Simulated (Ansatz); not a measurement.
Runs of Ansatz 0.2.0 on HfB2. Symmetry: P6/mmm, No. 191, hexagonal system. The conventional cell has a = 3.140 Å, b = 3.140 Å, c = 3.480 Å, α = 90.00°, β = 90.00°, γ = 120.00°. Around Hf (site symmetry 6/mmm) lie 12 B at 2.51 Å. B (site symmetry -6m2) has 3 B at 1.81 Å as nearest neighbours. 

| task | level | potentials or basis | spin | U | cell | k mesh | cutoff (eV) | smearing | driver | hubbard projectors | double counting | conventional | temperature | mesh quality | gap on the mesh (eV) | pressure (GPa) | moment (μB) |
| --- | --- | --- | --- | --- | --- | --- | --- | --- | --- | --- | --- | --- | --- | --- | --- | --- | --- |
| projected density of states | PBEsol0 | Ansatz PAW polarizable | collinear, ferromagnetic start | - | volume scaled by 0.96 | 6 × 6 × 5 | 420 | methfessel-paxton 0.05 eV | chain | - | - | - | - | coarse | none | 6.1 | (a) |
| relaxation of cell and atoms | BLYP | Ansatz PAW earlier set | off | - | relaxed | 8 × 8 × 7 | 710 | fermi-dirac 0.05 eV | calculator | - | - | - | - | not flagged | - | 0.1 | - |
| relaxation of the atoms | RPBE+D3(BJ) | Ansatz PAW | collinear, random start | - | atoms relaxed from: atoms moved at random, drawn with an rms of 0.15 Å | 8 × 8 × 6 | 420 | fermi-dirac 0.1 eV | chain | - | - | - | - | not flagged | none | -28.4 | 0.00 |
| projected density of states | LDA | Ansatz PAW polarizable | off | - | as given | 10 × 10 × 8 | 420 | tetrahedron | - | - | - | - | - | not flagged | none | -10.2 | - |

Fill in the values left out.

(a) 0.02.

Caveats: some runs use coarse meshes; the starting moments weren't kept (some runs); the thresholds are loose for stress (some runs); the potentials were made for another functional, which shifts forces and pressure (some runs); the magnetic or orbital state may not be the lowest (some runs); the PAW data sets were made with another functional, which shifts forces and pressure a little (some runs); pairwise dispersion overbinds metals, which lowers pressure and volume (some runs); the PAW data sets come from PBE, with cores solved anew for the run's functional, which leaves a small shift of forces and pressure (some runs).

A k mesh can miss the band edges, and the runs leave out spin-orbit coupling on Hf.

A gap of «none» marks a metal or a gap under the smearing width.

Runs at the PBE level aren't shown here.
